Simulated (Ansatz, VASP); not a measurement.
**Au: VASP beside Ansatz**

```
Au
1.0
     0.00000    2.02296    2.02296
     2.02296    0.00000    2.02296
     2.02296    2.02296    0.00000
Au
1
Direct
  0.00000 0.00000 0.00000
```

Alike in both runs: task single point; functional LDA; k mesh 13 × 13 × 13; occupations fermi-dirac, width 0.03 eV; no spin polarisation.

```csv
,VASP,Ansatz
version,VASP 6.6.1,Ansatz 0.2.0
potentials or method,"VASP PAW LDA potentials, release 64 (Au)","plane waves (420 eV) with PAW, scalar-relativistic"
plane-wave cutoff (eV),520,420
valence electrons in the cell,11,19
```

Ansatz gave:

```
pressure (GPa) : -0.1
```

Question: What did VASP give for the same quantities?

Answer: Pressure (GPa): 0.4.

The two sets of potentials don't hold the same shells in valence. Ansatz warned: «pseudo_functional_mismatch».

Spin-orbit coupling is left out, which matters for the levels of Au.
